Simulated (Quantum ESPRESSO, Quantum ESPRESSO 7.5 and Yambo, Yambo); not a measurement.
**A GW chain in Yambo: SiC (P6_3mc)**

How does a plane-wave GW calculation on SiC (P6_3mc) run from the first input to the gap?

Main program and level: Quantum ESPRESSO 7.5 and Yambo 5.3.0; PBE and many-body steps on it, plane waves.

**What was measured.**

- Gap 3.33 eV: band gap at cryogenic temperature; bulk crystal (literature value) (quoted in “Silicon carbide diodes for neutron detection”, 2020, arxiv:2009.14696).

## (1) Starting point

It takes space group P6_3mc (No. 186, hexagonal). The conventional cell has a = 3.074 Å, b = 3.074 Å, c = 5.045 Å, α = 90.00°, β = 90.00°, γ = 120.00°. Nearest to Si lie 4 C at 1.88 to 1.90 Å. Nearest to C lie 4 Si at 1.88 to 1.90 Å. Farther neighbours are not listed.

Structure file:

```cif
data_structure
_symmetry_space_group_name_H-M 'P6_3mc'
_symmetry_Int_Tables_number 186
_cell_length_a 3.0735
_cell_length_b 3.0735
_cell_length_c 5.0452
_cell_angle_alpha 90.000
_cell_angle_beta 90.000
_cell_angle_gamma 120.000
_cell_volume 41.27
loop_
_atom_site_label
_atom_site_type_symbol
_atom_site_symmetry_multiplicity
_atom_site_Wyckoff_symbol
_atom_site_fract_x
_atom_site_fract_y
_atom_site_fract_z
_atom_site_occupancy
Si1 Si 2 b 0.33333 0.66667 0.49960 1
C1 C 2 b 0.33333 0.66667 0.87540 1
```

The cell and positions are those that the Materials Project relaxed with its own functionals (PBE, PBE+U or r2SCAN), kept fixed.

## (2) Ground state

This step: Quantum ESPRESSO 7.5; DFT, PBE, plane waves, norm-conserving pseudopotentials.

The ground-state density comes first.

Contents of pw.in:

```
&control
  calculation = 'scf'
  prefix = 'x'
  outdir = 'o'
  pseudo_dir = 'pseudo'
/
&system
  ibrav = 0
  nat = 4
  ntyp = 2
  ecutwfc = 74.0
  nbnd = 14
  force_symmorphic = .true.
/
&electrons
  conv_thr = 1e-10
  electron_maxstep = 80
  mixing_beta = 0.5
/
ATOMIC_SPECIES
  Si 28.085 Si.upf
  C 12.011 C.upf
CELL_PARAMETERS angstrom
  3.0735139282 0.0000000000 0.0000000000
  -1.5367569641 2.6617411407 0.0000000000
  0.0000000000 0.0000000000 5.0452477100
ATOMIC_POSITIONS crystal
  Si 0.3333333333 0.6666666667 0.4996024000
  Si 0.6666666667 0.3333333333 0.9996024000
  C 0.3333333333 0.6666666667 0.8753976000
  C 0.6666666667 0.3333333333 0.3753976000
K_POINTS automatic
  6 6 4 0 0 0
```

Started as:

```console
OMP_NUM_THREADS=1 mpirun -n 4 pw.x -nk 4 -in pw.in > pw.out
```

The program printed:

```text
Program PWSCF v.7.5 starts

     This program is part of the open-source Quantum ESPRESSO suite
     for quantum simulation of materials; please cite
         "P. Giannozzi et al., J. Phys.:Condens. Matter 21 395502 (2009);
         "P. Giannozzi et al., J. Phys.:Condens. Matter 29 465901 (2017);
         "P. Giannozzi et al., J. Chem. Phys. 152 154105 (2020);
     in publications or presentations arising from this work. More details at
     Message from routine setup:
     using ibrav=0 with symmetry is DISCOURAGED, use correct ibrav instead

     G-vector sticks info

     bravais-lattice index     =            0
     lattice parameter (alat)  =       5.8081  a.u.
     unit-cell volume          =     278.5352 (a.u.)^3
     number of atoms/cell      =            4
     number of atomic types    =            2
     number of electrons       =        16.00
     number of Kohn-Sham states=           14
     kinetic-energy cutoff     =      74.0000  Ry
     charge density cutoff     =     296.0000  Ry
     scf convergence threshold =      1.0E-10
     mixing beta               =       0.5000
     number of iterations used =            8  plain     mixing
     Exchange-correlation= PBE
                           (   1   4   3   4   0   0   0)

     celldm(1)=   5.808100  celldm(2)=   0.000000  celldm(3)=   0.000000
     celldm(4)=   0.000000  celldm(5)=   0.000000  celldm(6)=   0.000000

     crystal axes: (cart. coord. in units of alat)
               a(1) = (   1.000000   0.000000   0.000000 )
               a(2) = (  -0.500000   0.866025   0.000000 )
               a(3) = (   0.000000   0.000000   1.641524 )

     reciprocal axes: (cart. coord. in units 2 pi/alat)
               b(1) = (  1.000000  0.577350 -0.000000 )
               b(2) = (  0.000000  1.154701  0.000000 )
               b(3) = (  0.000000 -0.000000  0.609190 )
     Pseudo is Norm-conserving + core correction, Zval =  4.0
     Generated using ONCVPSP code by D. R. Hamann
     Using radial grid of 1510 points,  6 beta functions with:
     Pseudo is Norm-conserving + core correction, Zval =  4.0
     Generated using ONCVPSP code by D. R. Hamann
     Using radial grid of 1248 points,  4 beta functions with:
     Si                4.00    28.08500     Si( 1.00)
     C                 4.00    12.01100     C ( 1.00)

      6 Sym. Ops. (no inversion) found

   Cartesian axes

     site n.     atom                  positions (alat units)
         1        Si     tau(   1) = (  -0.0000000   0.5773503   0.8201095  )
         2        Si     tau(   2) = (   0.5000000   0.2886751   1.6408716  )
         3        C      tau(   3) = (  -0.0000000   0.5773503   1.4369864  )
         4        C      tau(   4) = (   0.5000000   0.2886751   0.6162243  )

     number of k points=    24
                       cart. coord. in units 2pi/alat
        k(    1) = (   0.0000000   0.0000000   0.0000000), wk =   0.0138889
        k(    2) = (   0.0000000   0.0000000   0.1522975), wk =   0.0277778
        k(    3) = (   0.0000000   0.0000000  -0.3045949), wk =   0.0138889
        k(    4) = (   0.0000000   0.1924501   0.0000000), wk =   0.0833333
        k(    5) = (   0.0000000   0.1924501   0.1522975), wk =   0.0833333
        k(    6) = (   0.0000000   0.1924501  -0.3045949), wk =   0.0833333
        k(    7) = (   0.0000000   0.3849002   0.0000000), wk =   0.0833333
        k(    8) = (   0.0000000   0.3849002   0.1522975), wk =   0.0833333
        k(    9) = (   0.0000000   0.3849002  -0.3045949), wk =   0.0833333
        k(   10) = (   0.0000000  -0.5773503   0.0000000), wk =   0.0416667
     [... 12 further rows ...]
        k(   23) = (   0.0000000  -0.3849002   0.1522975), wk =   0.0833333
        k(   24) = (  -0.1666667  -0.4811252   0.1522975), wk =   0.1666667

     Dense  grid:    23897 G-vectors     FFT dimensions: (  32,  32,  54)

     Initial potential from superposition of free atoms

     starting charge      15.9987, renormalised to      16.0000
     Starting wfcs are   16 randomized atomic wfcs

     per-process dynamical memory:    22.8 Mb

     Self-consistent Calculation

     iteration #  1     ecut=    74.00 Ry     beta= 0.50

     total energy              =     -40.86332991 Ry
     estimated scf accuracy    <       0.87900718 Ry

     iteration #  2     ecut=    74.00 Ry     beta= 0.50

     total energy              =     -41.07382222 Ry
     estimated scf accuracy    <       0.04103013 Ry

     iteration #  3     ecut=    74.00 Ry     beta= 0.50

     total energy              =     -41.07693967 Ry
     estimated scf accuracy    <       0.00696220 Ry

     iteration #  4     ecut=    74.00 Ry     beta= 0.50

     total energy              =     -41.07735316 Ry
     estimated scf accuracy    <       0.00172967 Ry

     iteration #  5     ecut=    74.00 Ry     beta= 0.50

     total energy              =     -41.07779233 Ry
     estimated scf accuracy    <       0.00009556 Ry

     iteration #  6     ecut=    74.00 Ry     beta= 0.50

     total energy              =     -41.07781315 Ry
     estimated scf accuracy    <       0.00000025 Ry

     iteration #  7     ecut=    74.00 Ry     beta= 0.50

     total energy              =     -41.07781359 Ry
     estimated scf accuracy    <       0.00000083 Ry

     iteration #  8     ecut=    74.00 Ry     beta= 0.50

     total energy              =     -41.07781365 Ry
     estimated scf accuracy    <       0.00000006 Ry

     iteration #  9     ecut=    74.00 Ry     beta= 0.50

     total energy              =     -41.07781367 Ry
     estimated scf accuracy    <          4.3E-10 Ry

     iteration # 10     ecut=    74.00 Ry     beta= 0.50

     total energy              =     -41.07781367 Ry
     estimated scf accuracy    <          7.7E-10 Ry

     iteration # 11     ecut=    74.00 Ry     beta= 0.50

     total energy              =     -41.07781367 Ry
     estimated scf accuracy    <          1.2E-10 Ry

     iteration # 12     ecut=    74.00 Ry     beta= 0.50

     End of self-consistent calculation

          k = 0.0000 0.0000 0.0000 (  2973 PWs)   bands (ev):

    -5.9142  -2.3411   0.9590   8.3610   8.3610   9.5663   9.6798   9.6798
    14.5003  15.8995  16.3620  16.3620  17.4420  18.6499

          k = 0.0000 0.0000 0.1523 (  2948 PWs)   bands (ev):

    -5.6095  -3.3614   2.4730   8.0620   8.5291   8.5291   9.4580   9.4580
    14.7823  16.4832  16.4832  16.7207  17.0130  18.0226

          k = 0.0000 0.0000-0.3046 (  2978 PWs)   bands (ev):

    -4.7179  -4.7179   5.2282   5.2282   8.9667   8.9667   8.9667   8.9667
    15.5923  15.5923  17.0455  17.0455  17.0455  17.0455

          k = 0.0000 0.1925 0.0000 (  2974 PWs)   bands (ev):

     [... further k-points ...]

     highest occupied, lowest unoccupied level (ev):     9.6798   11.9551

!    total energy              =     -41.07781367 Ry
     estimated scf accuracy    <          1.8E-11 Ry

     The total energy is the sum of the following terms:
     one-electron contribution =      11.15667180 Ry
     hartree contribution      =       4.73450404 Ry
     xc contribution           =     -15.13020564 Ry
     ewald contribution        =     -41.83878387 Ry

     convergence has been achieved in  12 iterations

     XML data file, charge density, pseudopotentials, collected wavefunctions

=------------------------------------------------------------------------------=
   JOB DONE.
=------------------------------------------------------------------------------=
```

It took 5.1 s on 4 MPI ranks of Arm Neoverse V1, shared host; peak memory 0.24 GiB; 20 s of CPU time.

This step gave:

* total energy: -558.8921 eV
* gap: 2.275 eV
* k of the valence top: 0, 0, 0
* k of the conduction bottom: 0.3333, 0.3333, 0
* least direct gap: 3.985 eV

The gap is indirect, with the least direct gap 1.71 eV higher.

## (3) Bands along the symmetry lines

Levels along a band path, at the cheap level, show where the edges lie and whether the meshes to come will hold them.

Contents of pw.in:

```
&control
  calculation = 'bands'
  prefix = 'x'
  outdir = 'o'
  pseudo_dir = 'pseudo'
/
&system
  ibrav = 0
  nat = 4
  ntyp = 2
  ecutwfc = 74.0
  nbnd = 14
  force_symmorphic = .true.
/
&electrons
  conv_thr = 1e-9
  electron_maxstep = 80
  diago_full_acc = .true.
  diago_thr_init = 5e-6
/
ATOMIC_SPECIES
  Si 28.085 Si.upf
  C 12.011 C.upf
CELL_PARAMETERS angstrom
  3.0735139282 0.0000000000 0.0000000000
  -1.5367569641 2.6617411407 0.0000000000
  0.0000000000 0.0000000000 5.0452477100
ATOMIC_POSITIONS crystal
  Si 0.3333333333 0.6666666667 0.4996024000
  Si 0.6666666667 0.3333333333 0.9996024000
  C 0.3333333333 0.6666666667 0.8753976000
  C 0.6666666667 0.3333333333 0.3753976000
K_POINTS crystal
  75
  0.00000000 0.00000000 0.00000000 1
  0.06250000 0.00000000 0.00000000 1
  0.12500000 0.00000000 0.00000000 1
  0.18750000 0.00000000 0.00000000 1
  0.25000000 0.00000000 0.00000000 1
  0.31250000 0.00000000 0.00000000 1
  0.37500000 0.00000000 0.00000000 1
  0.43750000 0.00000000 0.00000000 1
  0.50000000 0.00000000 0.00000000 1
  0.47916667 0.04166667 0.00000000 1
  0.45833333 0.08333333 0.00000000 1
  0.43750000 0.12500000 0.00000000 1
  0.41666666 0.16666666 0.00000000 1
  0.39583333 0.20833333 0.00000000 1
  0.37500000 0.25000000 0.00000000 1
  0.35416666 0.29166666 0.00000000 1
  0.33333333 0.33333333 0.00000000 1
  0.29166666 0.29166666 0.00000000 1
  0.25000000 0.25000000 0.00000000 1
  0.20833333 0.20833333 0.00000000 1
  0.16666666 0.16666666 0.00000000 1
  0.12500000 0.12500000 0.00000000 1
  0.08333333 0.08333333 0.00000000 1
  0.04166667 0.04166667 0.00000000 1
  0.00000000 0.00000000 0.00000000 1
  0.00000000 0.00000000 0.06250000 1
  0.00000000 0.00000000 0.12500000 1
  0.00000000 0.00000000 0.18750000 1
  0.00000000 0.00000000 0.25000000 1
  0.00000000 0.00000000 0.31250000 1
  0.00000000 0.00000000 0.37500000 1
  0.00000000 0.00000000 0.43750000 1
  0.00000000 0.00000000 0.50000000 1
  0.06250000 0.00000000 0.50000000 1
  0.12500000 0.00000000 0.50000000 1
  0.18750000 0.00000000 0.50000000 1
  0.25000000 0.00000000 0.50000000 1
  0.31250000 0.00000000 0.50000000 1
  0.37500000 0.00000000 0.50000000 1
  0.43750000 0.00000000 0.50000000 1
  0.50000000 0.00000000 0.50000000 1
  0.47916667 0.04166667 0.50000000 1
  0.45833333 0.08333333 0.50000000 1
  0.43750000 0.12500000 0.50000000 1
  0.41666666 0.16666666 0.50000000 1
  0.39583333 0.20833333 0.50000000 1
  0.37500000 0.25000000 0.50000000 1
  0.35416666 0.29166666 0.50000000 1
  0.33333333 0.33333333 0.50000000 1
  0.29166666 0.29166666 0.50000000 1
  0.25000000 0.25000000 0.50000000 1
  0.20833333 0.20833333 0.50000000 1
  0.16666666 0.16666666 0.50000000 1
  0.12500000 0.12500000 0.50000000 1
  0.08333333 0.08333333 0.50000000 1
  0.04166667 0.04166667 0.50000000 1
  0.00000000 0.00000000 0.50000000 1
  0.50000000 0.00000000 0.50000000 1
  0.50000000 0.00000000 0.43750000 1
  0.50000000 0.00000000 0.37500000 1
  0.50000000 0.00000000 0.31250000 1
  0.50000000 0.00000000 0.25000000 1
  0.50000000 0.00000000 0.18750000 1
  0.50000000 0.00000000 0.12500000 1
  0.50000000 0.00000000 0.06250000 1
  0.50000000 -0.00000000 0.00000000 1
  0.33333333 0.33333333 0.50000000 1
  0.33333333 0.33333333 0.43750000 1
  0.33333333 0.33333333 0.37500000 1
  0.33333333 0.33333333 0.31250000 1
  0.33333333 0.33333333 0.25000000 1
  0.33333333 0.33333333 0.18750000 1
  0.33333333 0.33333333 0.12500000 1
  0.33333333 0.33333333 0.06250000 1
  0.33333333 0.33333333 0.00000000 1
```

The program printed:

```text
[banner, memory and clock lines left out]
Program PWSCF v.7.5 starts

     Atomic positions and unit cell read from directory:
     o/x.save/

     Message from routine setup:
     using ibrav=0 with symmetry is DISCOURAGED, use correct ibrav instead

     G-vector sticks info

     bravais-lattice index     =            0
     lattice parameter (alat)  =       5.8081  a.u.
     unit-cell volume          =     278.5352 (a.u.)^3
     number of atoms/cell      =            4
     number of atomic types    =            2
     number of electrons       =        16.00
     number of Kohn-Sham states=           14
     kinetic-energy cutoff     =      74.0000  Ry
     charge density cutoff     =     296.0000  Ry
     Exchange-correlation= PBE
                           (   1   4   3   4   0   0   0)

     celldm(1)=   5.808100  celldm(2)=   0.000000  celldm(3)=   0.000000
     celldm(4)=   0.000000  celldm(5)=   0.000000  celldm(6)=   0.000000

     crystal axes: (cart. coord. in units of alat)
               a(1) = (   1.000000   0.000000   0.000000 )
               a(2) = (  -0.500000   0.866025   0.000000 )
               a(3) = (   0.000000   0.000000   1.641524 )

     reciprocal axes: (cart. coord. in units 2 pi/alat)
               b(1) = (  1.000000  0.577350 -0.000000 )
               b(2) = (  0.000000  1.154701  0.000000 )
               b(3) = (  0.000000 -0.000000  0.609190 )
     Pseudo is Norm-conserving + core correction, Zval =  4.0
     Generated using ONCVPSP code by D. R. Hamann
     Using radial grid of 1510 points,  6 beta functions with:
     Pseudo is Norm-conserving + core correction, Zval =  4.0
     Generated using ONCVPSP code by D. R. Hamann
     Using radial grid of 1248 points,  4 beta functions with:
     Si                4.00    28.08500     Si( 1.00)
     C                 4.00    12.01100     C ( 1.00)

      6 Sym. Ops. (no inversion) found

   Cartesian axes

     site n.     atom                  positions (alat units)
         1        Si     tau(   1) = (  -0.0000000   0.5773503   0.8201095  )
         2        Si     tau(   2) = (   0.5000000   0.2886751   1.6408716  )
         3        C      tau(   3) = (  -0.0000000   0.5773503   1.4369864  )
         4        C      tau(   4) = (   0.5000000   0.2886751   0.6162243  )

     number of k points=    75
                       cart. coord. in units 2pi/alat
        k(    1) = (   0.0000000   0.0000000   0.0000000), wk =   0.0266667
        k(    2) = (   0.0625000   0.0360844   0.0000000), wk =   0.0266667
        k(    3) = (   0.1250000   0.0721688   0.0000000), wk =   0.0266667
[...]
[... 63 further rows ...]
        k(   74) = (   0.3333333   0.5773503   0.0380744), wk =   0.0266667
        k(   75) = (   0.3333333   0.5773503   0.0000000), wk =   0.0266667

     Dense  grid:    23897 G-vectors     FFT dimensions: (  32,  32,  54)

     The potential is recalculated from file :
     o/x.save/charge-density

     Starting wfcs are   16 randomized atomic wfcs

     Band Structure Calculation

     End of band structure calculation

          k = 0.0000 0.0000 0.0000 (  2973 PWs)   bands (ev):

    -5.9143  -2.3411   0.9590   8.3610   8.3610   9.5663   9.6798   9.6798
    14.5004  15.8995  16.3620  16.3620  17.4420  18.6499

          k = 0.0625 0.0361 0.0000 (  2985 PWs)   bands (ev):

    -5.8463  -2.2830   1.0219   7.9571   8.2373   9.4067   9.5295   9.6437
    14.7741  15.9005  16.3348  16.5064  17.5747  18.4675

          k = 0.1250 0.0722 0.0000 (  2966 PWs)   bands (ev):

    -5.6434  -2.1112   1.2079   6.9791   7.9267   8.7148   9.3752   9.5215
    14.9041  16.0929  16.5739  16.8767  17.3929  18.4935

[...]
k = 0.3333 0.5774 0.0381 (  2994 PWs)   bands (ev):

    -1.3982  -1.3982   2.9420   3.3197   3.3197   5.7422   5.7422   5.7864
    12.0419  17.8468  18.2195  18.2195  19.5121  19.5121

          k = 0.3333 0.5774 0.0000 (  3000 PWs)   bands (ev):

    -1.4077  -1.4077   2.9241   3.4113   3.4113   5.6266   5.6266   5.8382
    11.9551  17.8618  18.5453  18.5453  19.3526  19.3526

     XML data file, pseudopotentials, collected wavefunctions
```

Wall time 4.6 s (4 MPI ranks); peak memory 0.21 GiB.

Numbers from this step:

- gap: 2.275 eV
- k of the valence top: 0, 0, 0
- k of the conduction bottom: 0.3333, 0.3333, 0
- least direct gap: 3.985 eV

The gap is 2.275 eV, as in the run before at this level.

The electronic bands at the labelled points (eV, zero at the top of the highest filled band; v1 is the highest filled band, c1 the lowest empty one):

| point | v4 | v3 | v2 | v1 | c1 | c2 | c3 | c4 |
| --- | --- | --- | --- | --- | --- | --- | --- | --- |
| Γ | -1.32 | -0.11 | 0.00 | 0.00 | 4.82 | 6.22 | 6.68 | 6.68 |
| halfway | -2.97 | -2.53 | -1.02 | -0.61 | 4.06 | 5.85 | 7.26 | 7.67 |
| M | -5.45 | -3.33 | -3.30 | -1.20 | 2.79 | 4.23 | 6.90 | 7.14 |
| halfway | -5.40 | -4.67 | -3.37 | -2.55 | 3.20 | 5.17 | 7.69 | 8.51 |
| K | -6.27 | -4.05 | -4.05 | -3.84 | 2.28 | 8.18 | 8.87 | 8.87 |
| halfway | -4.15 | -2.82 | -1.45 | -1.25 | 5.07 | 5.82 | 7.01 | 7.22 |
| Γ | -1.32 | -0.11 | 0.00 | 0.00 | 4.82 | 6.22 | 6.68 | 6.68 |
| halfway | -1.15 | -1.15 | -0.22 | -0.22 | 5.10 | 6.80 | 6.80 | 7.04 |
| A | -0.71 | -0.71 | -0.71 | -0.71 | 5.91 | 5.91 | 7.37 | 7.37 |
| halfway | -2.96 | -2.96 | -1.72 | -1.72 | 4.50 | 4.50 | 7.37 | 7.37 |
| L | -2.45 | -2.45 | -2.34 | -2.34 | 3.29 | 3.29 | 5.27 | 5.27 |
| halfway | -4.26 | -4.26 | -1.92 | -1.92 | 4.29 | 4.29 | 6.37 | 6.37 |
| H | -5.66 | -5.66 | -1.74 | -1.74 | 5.08 | 5.08 | 6.03 | 6.03 |
| halfway | -3.02 | -3.02 | -2.50 | -2.50 | 5.18 | 5.18 | 7.55 | 7.55 |
| A | -0.71 | -0.71 | -0.71 | -0.71 | 5.91 | 5.91 | 7.37 | 7.37 |
| jump to L | -2.45 | -2.45 | -2.34 | -2.34 | 3.29 | 3.29 | 5.27 | 5.27 |
| halfway | -4.15 | -3.10 | -2.34 | -1.63 | 3.11 | 3.27 | 6.64 | 7.05 |
| M | -5.45 | -3.33 | -3.30 | -1.20 | 2.79 | 4.23 | 6.90 | 7.14 |
| jump to H | -5.66 | -5.66 | -1.74 | -1.74 | 5.08 | 5.08 | 6.03 | 6.03 |
| halfway | -6.47 | -4.52 | -2.82 | -2.82 | 3.50 | 6.58 | 6.58 | 7.84 |
| K | -6.27 | -4.05 | -4.05 | -3.84 | 2.28 | 8.18 | 8.87 | 8.87 |

(Continued in part 2 of 3.)

[Paths, hosts, dates, memory and timing lines, banners, echoed tables and standing remarks are left out of the program output.]

[Logs are printed without paths, hosts, clocks, repeated set-up lines and the standing remarks that a program may print on its own settings, such as how far it seeks lower states.]

[Runs of the session that timed out or met a known fault of the program may be left out.]

[Hosts, paths, dates, database ids (printed as entryN), source tags and the programs' standing remarks are cut or masked in the printed files.]
